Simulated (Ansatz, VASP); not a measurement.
# TiC in two plane-wave programs, part 2 of 3

Aim: how closely do two programs agree when they are given the same cell, functional and k mesh? The cell is taken from a series of runs on this material, whose earlier steps may have relaxed, scaled, displaced or heated it; both programs get it as it stands.

VASP 6.6.1 and Ansatz 0.2.0.

So far: Set-up; Ansatz: zone-centre phonons, PBE.

### Step 3. VASP: zone-centre phonons, PBE

Level of this step: PBE; plane waves and PAW (C, Ti_sv) (VASP).

The same cell, functional, mesh and smearing now go to VASP, with its own data sets.

Lines of VASP's logs that name or quote its potential files are left out, and so is its time.

Input file INCAR:

```
SYSTEM = TiC
PREC = Accurate
ENCUT = 600
EDIFF = 1E-08
NELM = 120
ISMEAR = 1
SIGMA = 0.2
LREAL = .FALSE.
ALGO = Normal
GGA = PE
NBANDS = 22
LASPH = .TRUE.
LORBIT = 11
LWAVE = .FALSE.
LCHARG = .FALSE.
ISIF = 2
IBRION = 8
GGA_COMPAT = .FALSE.
NELMDL = -8
KPAR = 2
```

Input file POSCAR:

```
TiC
1.0
    2.1161931742      2.1161931742      0.0000000000
   -2.1161931742      2.1161931742      0.0000000000
    0.0000000000      0.0000000000     28.1299714600
C Ti
2 2
Direct
    0.5000000000      0.5000000000      0.2299532549
    0.0000000000      0.0000000000      0.3091514513
    0.0000000000      0.0000000000      0.2328563900
    0.5000000000      0.5000000000      0.3062483162
```

Input file KPOINTS:

```
Automatic mesh
0
Gamma
16 16 1
0 0 0
```

PAW data sets: C and Ti_sv (PBE family, release 64).

Command:

```console
$ mpirun -np 2 vasp_std
```

Log:

```text
[banner, memory and clock lines left out]
running    2 mpi-ranks, on    1 nodes
 distrk:  each k-point on    1 cores,    2 groups
 distr:  one band on    1 cores,    1 groups

 POSCAR found type information on POSCAR C Ti
 POSCAR found :  2 types and       4 ions
 LDA part: xc-table for (Slater+PW92), standard interpolation
 POSCAR, INCAR and KPOINTS ok, starting setup
 FFT: planning ... GRIDC
 FFT: planning ... GRID_SOFT
 FFT: planning ... GRID
 WAVECAR not read
 entering main loop
       N       E                     dE             d eps       ncg     rms          rms(c)
DAV:   1     0.328398150618E+03    0.32840E+03   -0.16938E+04  2404   0.135E+03
DAV:   2     0.373648714595E+01   -0.32466E+03   -0.31203E+03  2458   0.378E+02
DAV:   3    -0.433300730260E+02   -0.47067E+02   -0.45899E+02  3494   0.131E+02
DAV:   4    -0.479954408857E+02   -0.46654E+01   -0.46499E+01  3066   0.365E+01
DAV:   5    -0.483358823238E+02   -0.34044E+00   -0.34041E+00  2858   0.823E+00
DAV:   6    -0.483451744035E+02   -0.92921E-02   -0.92919E-02  3090   0.179E+00
DAV:   7    -0.483454148210E+02   -0.24042E-03   -0.24042E-03  2852   0.241E-01
DAV:   8    -0.483454205281E+02   -0.57071E-05   -0.57075E-05  3130   0.443E-02    0.258E+01
DAV:   9    -0.374899001546E+02    0.10856E+02   -0.10106E+02  2662   0.790E+01    0.103E+01
DAV:  10    -0.357859089263E+02    0.17040E+01   -0.18474E+01  2618   0.349E+01    0.649E+00
DAV:  11    -0.354925243797E+02    0.29338E+00   -0.19261E+00  2762   0.121E+01    0.134E+00
DAV:  12    -0.354688392297E+02    0.23685E-01   -0.16275E-01  2806   0.374E+00    0.821E-01
DAV:  13    -0.354422817879E+02    0.26557E-01   -0.62832E-02  2684   0.201E+00    0.375E-01
DAV:  14    -0.354402448625E+02    0.20369E-02   -0.15409E-02  2696   0.117E+00    0.148E-01
[...]
DAV:  23    -0.354379525869E+02   -0.57305E-04   -0.46954E-06  2370   0.677E-03    0.115E-03
DAV:  24    -0.354379743041E+02   -0.21717E-04   -0.84070E-07  2636   0.369E-03    0.414E-04
DAV:  25    -0.354379814250E+02   -0.71209E-05   -0.13909E-07  1982   0.170E-03    0.470E-04
DAV:  26    -0.354379833144E+02   -0.18894E-05   -0.29156E-08  1944   0.113E-03    0.826E-05
DAV:  27    -0.354379838679E+02   -0.55348E-06   -0.60488E-09  1710   0.485E-04    0.653E-05
DAV:  28    -0.354379840013E+02   -0.13342E-06   -0.14389E-09  1646   0.322E-04    0.315E-05
DAV:  29    -0.354379840325E+02   -0.31198E-07   -0.28700E-10  1566   0.180E-04    0.116E-05
DAV:  30    -0.354379840402E+02   -0.76775E-08    0.12527E-10  1446   0.907E-05
   1 F= -.35437984E+02 E0= -.35437351E+02  d E =-.189866E-02
 Linear response reoptimize wavefunctions to high precision
DAV:   1    -0.354379840414E+02   -0.11783E-08    0.29537E-10  1602   0.572E-05
DAV:   2    -0.354379840414E+02   -0.10914E-10    0.34470E-10  1200   0.300E-05
 Linear response DOF=           4
 Linear response progress:
  Degree of freedom:   1/  4
       N       E                     dE             d eps       ncg     rms          rms(c)
RMM:   1    -0.128124197696E+00   -0.12812E+00   -0.36323E-02  6478   0.223E+00
RMM:   2    -0.119262384536E+00    0.88618E-02   -0.12941E-02  6945   0.567E-01    0.153E-01
RMM:   3    -0.120050134670E+00   -0.78775E-03   -0.33020E-03  7085   0.260E-01    0.757E-02
RMM:   4    -0.121201159693E+00   -0.11510E-02   -0.13759E-03  6984   0.173E-01    0.187E-02
RMM:   5    -0.121268932315E+00   -0.67773E-04   -0.38265E-04  7908   0.743E-02    0.703E-03
RMM:   6    -0.121372504931E+00   -0.10357E-03   -0.65705E-05  7709   0.359E-02    0.350E-03
RMM:   7    -0.121367668693E+00    0.48362E-05   -0.22504E-05  7796   0.193E-02    0.218E-03
RMM:   8    -0.121359822222E+00    0.78465E-05   -0.95180E-06  7794   0.103E-02    0.837E-04
RMM:   9    -0.121362757658E+00   -0.29354E-05   -0.69667E-06  8365   0.544E-03    0.550E-04
RMM:  10    -0.121369297189E+00   -0.65395E-05   -0.50171E-06  7734   0.330E-03    0.109E-04
RMM:  11    -0.121368351992E+00    0.94520E-06    0.37362E-07  8326   0.192E-03    0.113E-04
RMM:  12    -0.121368694223E+00   -0.34223E-06   -0.16896E-06  8226   0.111E-03    0.449E-05
RMM:  13    -0.121368665921E+00    0.28302E-07   -0.42078E-07  8477   0.648E-04    0.457E-05
RMM:  14    -0.121368769969E+00   -0.10405E-06   -0.89016E-07  7989   0.411E-04    0.101E-05
RMM:  15    -0.121368732126E+00    0.37843E-07    0.14268E-08  8395   0.244E-04    0.664E-06
RMM:  16    -0.121368732256E+00   -0.12996E-09   -0.36202E-07  8488   0.150E-04    0.686E-06
RMM:  17    -0.121368742182E+00   -0.99263E-08    0.35898E-09  8272   0.919E-05    0.293E-06
 first order change of Fermi-energy  -0.83244E-03
 force on displaced ion       1 direction 1 :  -8.558   0.000   0.023
 Linear response progress:
  Degree of freedom:   2/  4
       N       E                     dE             d eps       ncg     rms          rms(c)
RMM:   1    -0.142316782134E+00   -0.14232E+00   -0.29799E-02  3958   0.190E+00
RMM:   2    -0.134215154202E+00    0.81016E-02   -0.63060E-03  3861   0.454E-01    0.204E-01
RMM:   3    -0.134745504502E+00   -0.53035E-03   -0.71582E-03  4012   0.427E-01    0.205E-01
RMM:   4    -0.133937741982E+00    0.80776E-03   -0.15443E-03  3489   0.301E-01    0.683E-02
RMM:   5    -0.134380274785E+00   -0.44253E-03   -0.11840E-03  3965   0.180E-01    0.282E-02
RMM:   6    -0.134312614124E+00    0.67661E-04   -0.28538E-04  4198   0.769E-02    0.146E-02
RMM:   7    -0.134293859589E+00    0.18755E-04   -0.59471E-05  4654   0.352E-02    0.788E-03
RMM:   8    -0.134291618201E+00    0.22414E-05   -0.19137E-05  4518   0.186E-02    0.449E-03
RMM:   9    -0.134278166075E+00    0.13452E-04   -0.37856E-06  4489   0.110E-02    0.156E-03
RMM:  10    -0.134274951624E+00    0.32145E-05   -0.10755E-07  4968   0.587E-03    0.658E-04
RMM:  11    -0.134272052342E+00    0.28993E-05   -0.17648E-06  4814   0.337E-03    0.341E-04
RMM:  12    -0.134273801337E+00   -0.17490E-05    0.20322E-07  4545   0.234E-03    0.238E-04
RMM:  13    -0.134271568599E+00    0.22327E-05    0.22208E-06  4742   0.162E-03    0.145E-04
RMM:  14    -0.134271175904E+00    0.39270E-06    0.11199E-06  4898   0.958E-04    0.972E-05
RMM:  15    -0.134270480608E+00    0.69530E-06    0.81663E-07  4682   0.656E-04    0.669E-05
RMM:  16    -0.134270526174E+00   -0.45566E-07    0.77604E-07  4775   0.467E-04    0.446E-05
RMM:  17    -0.134270410526E+00    0.11565E-06    0.36411E-07  4772   0.313E-04    0.267E-05
RMM:  18    -0.134270447488E+00   -0.36962E-07    0.30812E-07  4736   0.220E-04    0.107E-05
RMM:  19    -0.134270430006E+00    0.17482E-07    0.16671E-07  4973   0.127E-04    0.563E-06
RMM:  20    -0.134270468859E+00   -0.38853E-07    0.12039E-07  4714   0.866E-05    0.659E-06
RMM:  21    -0.134270436434E+00    0.32425E-07    0.33234E-08  4541   0.763E-05    0.198E-06
RMM:  22    -0.134270429010E+00    0.74236E-08    0.14045E-07  5002   0.422E-05    0.280E-06
RMM:  23    -0.134270435586E+00   -0.65760E-08    0.34660E-08  4631   0.323E-05    0.113E-06
 first order change of Fermi-energy   0.20477E+01
 force on displaced ion       1 direction 3 :   0.000   0.000 -10.592
 Linear response progress:
  Degree of freedom:   3/  4
       N       E                     dE             d eps       ncg     rms          rms(c)
RMM:   1    -0.656035612343E+00   -0.65604E+00    0.11853E+01  3239   0.128E+02
RMM:   2    -0.633637751664E+00    0.22398E-01   -0.32100E-01  5854   0.437E+00    0.240E-01
RMM:   3    -0.629551607968E+00    0.40861E-02   -0.24739E-02  7119   0.111E+00    0.121E-01
RMM:   4    -0.629267490705E+00    0.28412E-03   -0.11198E-02  7598   0.523E-01    0.236E-02
RMM:   5    -0.629887232653E+00   -0.61974E-03   -0.17715E-03  8073   0.210E-01    0.140E-02
RMM:   6    -0.630290117211E+00   -0.40288E-03   -0.66703E-04  8192   0.103E-01    0.983E-03
RMM:   7    -0.630650549195E+00   -0.36043E-03   -0.16686E-04  7364   0.548E-02    0.533E-03
RMM:   8    -0.630801407745E+00   -0.15086E-03   -0.81256E-05  7462   0.338E-02    0.272E-03
RMM:   9    -0.630741925401E+00    0.59482E-04   -0.43053E-05  8246   0.197E-02    0.611E-04
RMM:  10    -0.630739344539E+00    0.25809E-05   -0.29519E-05  8353   0.124E-02    0.423E-04
RMM:  11    -0.630763621588E+00   -0.24277E-04   -0.24689E-05  8132   0.851E-03    0.406E-04
RMM:  12    -0.630753302025E+00    0.10320E-04   -0.16204E-05  8091   0.620E-03    0.800E-05
RMM:  13    -0.630752184571E+00    0.11175E-05   -0.16554E-05  8321   0.472E-03    0.133E-04
RMM:  14    -0.630752084310E+00    0.10026E-06   -0.12361E-05  8422   0.374E-03    0.178E-04
RMM:  15    -0.630753225160E+00   -0.11409E-05   -0.10302E-05  7921   0.313E-03    0.196E-04
RMM:  16    -0.630752963152E+00    0.26201E-06   -0.84252E-06  8186   0.266E-03    0.248E-04
RMM:  17    -0.630752561144E+00    0.40201E-06   -0.68325E-06  7752   0.232E-03    0.305E-04
RMM:  18    -0.630753212151E+00   -0.65101E-06   -0.59998E-06  7897   0.201E-03    0.305E-04
RMM:  19    -0.630753652192E+00   -0.44004E-06   -0.49536E-06  7950   0.174E-03    0.302E-04
RMM:  20    -0.630753708341E+00   -0.56149E-07   -0.39885E-06  8506   0.155E-03    0.314E-04
 first order change of Fermi-energy   0.58613E-03
 force on displaced ion       3 direction 1 :  -9.626   0.000   0.014
 Linear response progress:
  Degree of freedom:   4/  4
       N       E                     dE             d eps       ncg     rms          rms(c)
RMM:   1    -0.983594045552E+00   -0.98359E+00    0.59235E-01  2020   0.122E+02
RMM:   2    -0.945949563085E+00    0.37644E-01   -0.30005E-01  3581   0.414E+00    0.298E-01
RMM:   3    -0.943182800085E+00    0.27668E-02   -0.29131E-02  4176   0.117E+00    0.177E-01
RMM:   4    -0.944608237944E+00   -0.14254E-02   -0.17846E-02  3934   0.671E-01    0.130E-01
RMM:   5    -0.944769969863E+00   -0.16173E-03   -0.24680E-03  3949   0.334E-01    0.358E-02
RMM:   6    -0.945468989605E+00   -0.69902E-03   -0.99289E-04  4846   0.163E-01    0.230E-02
RMM:   7    -0.946143710103E+00   -0.67472E-03   -0.25540E-04  4665   0.791E-02    0.653E-03
RMM:   8    -0.946304801241E+00   -0.16109E-03   -0.82231E-05  4934   0.414E-02    0.243E-03
RMM:   9    -0.946334741622E+00   -0.29940E-04   -0.33862E-05  5047   0.231E-02    0.188E-03
RMM:  10    -0.946363339326E+00   -0.28598E-04   -0.23748E-05  4645   0.140E-02    0.715E-04
RMM:  11    -0.946351764726E+00    0.11575E-04   -0.15822E-05  4884   0.904E-03    0.516E-04
RMM:  12    -0.946360023648E+00   -0.82589E-05   -0.11072E-05  4663   0.681E-03    0.472E-04
RMM:  13    -0.946342504565E+00    0.17519E-04   -0.77647E-06  4824   0.501E-03    0.267E-04
RMM:  14    -0.946340797542E+00    0.17070E-05   -0.67384E-06  4743   0.380E-03    0.119E-04
[...]
RMM:  24    -0.946335328173E+00   -0.49154E-07   -0.12740E-06  4689   0.596E-04    0.404E-05
RMM:  25    -0.946335281728E+00    0.46446E-07   -0.97349E-07  4462   0.540E-04    0.286E-05
RMM:  26    -0.946335206912E+00    0.74816E-07   -0.83588E-07  4669   0.474E-04    0.206E-05
RMM:  27    -0.946335187750E+00    0.19162E-07   -0.64683E-07  4958   0.408E-04    0.220E-05
RMM:  28    -0.946335191963E+00   -0.42128E-08   -0.59067E-07  4895   0.356E-04    0.285E-05
RMM:  29    -0.946335178693E+00    0.13269E-07   -0.46346E-07  4424   0.318E-04    0.293E-05
RMM:  30    -0.946335142920E+00    0.35773E-07   -0.44500E-07  4684   0.284E-04    0.289E-05
RMM:  31    -0.946335123157E+00    0.19764E-07   -0.33607E-07  4733   0.252E-04    0.292E-05
 first order change of Fermi-energy  -0.23189E+01
 force on displaced ion       3 direction 3 :  -0.000  -0.000 -15.265
 Linear response finished
```

(Continued in part 3 of 3.)

[Lines on the potential files, build, host, timing and source positions are cut from VASP's logs without a mark.]

[Logs are printed without paths, hosts, clocks, repeated set-up lines and the standing remarks that a program may print on its own settings, such as how far it seeks lower states.]

[Hosts, paths, dates, database ids (printed as entryN), source tags and the programs' standing remarks are cut or masked in the printed files.]
